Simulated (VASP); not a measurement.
Set up this calculation in VASP 6.6.1, as the native input.

* Task: dielectric tensor
* Functional: PBE
* Potentials or basis: VASP PAW PBE potentials, release 64 (Li_sv, Cl)
* Cutoff: 520 eV
* k mesh: 6 × 6 × 6
* Occupations: gaussian, width 0.01 eV
* Spin: no spin polarisation
* Dipole correction: no
* Further INCAR settings: ALGO = Normal; EDIFF = 1e-08

The structure of LiCl lies in POSCAR:

```
LiCl
1.0
    3.2711235786      0.0000000000      0.0000000000
    0.0000000000      3.2711235786      0.0000000000
    0.0000000000      0.0000000000      3.2711235786
Li Cl
1 1
Direct
    0.0000000000      0.0000000000      0.0000000000
    0.5000000000      0.5000000000      0.5000000000
```

The cell was built by a generator and needn't be a form met in nature.

These files were run (other wordings do the same):

INCAR

```
SYSTEM = LiCl
PREC     = Accurate       ! precision mode
ENCUT    = 520            ! plane-wave cutoff, eV
EDIFF    = 1E-8           ! SCF threshold, eV
ISMEAR   = 0              ! smearing method
SIGMA    = 0.01           ! smearing width, eV
LREAL    = .FALSE.        ! projectors in reciprocal space
LASPH    = .TRUE.         ! aspherical terms in the spheres
NELM     = 100            ! most SCF steps
ALGO     = Normal         ! electronic algorithm
ISIF     = 2              ! what is computed and relaxed
LWAVE    = .FALSE.        ! write WAVECAR
LCHARG   = .FALSE.        ! write CHGCAR
GGA      = PE             ! functional
LEPSILON = .TRUE.         ! dielectric tensor by DFPT
```

KPOINTS

```
Automatic mesh
0
G
  6 6 6
  0 0 0
```

Potentials or basis: VASP PAW PBE potentials, release 64 (Li_sv, Cl).

Launch:

```sh
$ cat potpaw_PBE.64/Li_sv/POTCAR potpaw_PBE.64/Cl/POTCAR > POTCAR
$ mpirun -np 1 vasp_std > vasp.out
```

It gave:

```
Band gap on the k mesh                  : 4.43 eV, indirect (least direct gap 5.22 eV)
Electronic dielectric tensor (diagonal) : 3.15
Born charges (mean of the diagonal)     : Li +1.31; Cl -1.31 e
```

It took 56 s on 1 thread of AMD EPYC 9R45 96-Core Processor (Zen 5), on a shared host, peak memory 0.13 GiB.
